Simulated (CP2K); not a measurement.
Runs of CP2K 2026.2 on TaN. The structure is hexagonal, space group P6/mmm (No. 191). Conventional cell: a = 5.191 Å, b = 5.191 Å, c = 2.908 Å, α = 90.00°, β = 90.00°, γ = 120.00°. Around Ta (site symmetry -6m2) lie 6 N at 2.09 Å. Around Ta (site symmetry 6/mmm) lie 6 N at 2.60 Å and 2 Ta at 2.91 Å. N (site symmetry mmm) is surrounded by 4 Ta at 2.09 Å. 

```csv
level,cutoff of the non-local correlation (Ry),gap on the mesh (eV),pressure (GPa)
BLYP,-,none,15.5
PBEsol,-,none,(a)
vdW-DF-cx,300,none,0.0
HLE16,-,none,(b)
TASK,-,none,8.7
LDA,-,none,-4.6
PBE,-,none,5.1
```

Alike in all rows: task band structure; potentials or basis POTENTIAL_UZH Ta GTH-PBE-q13, N GTH-PBE-q5; DZVP-MOLOPT-PBE-GTH basis; no spin polarisation; cell as given; k mesh 6 × 6 × 9; smearing fermi-dirac 0.05 eV.

Fill in the values left out.

(a) -1.5; (b) -54.6.

Caveats: spin-orbit coupling is left out, which moves the levels of the heavy elements; the basis of atomic orbitals isn't converged, which shifts pressures, moduli and gaps; the potentials were made for another functional, which shifts forces and pressure (some runs); the potentials were made for a functional far from this one (some runs); the cell as given lies far from equilibrium (some runs).

A k mesh can miss the band edges, and the runs leave out spin-orbit coupling on Ta.

A gap of «none» marks a metal or a gap under the smearing width.
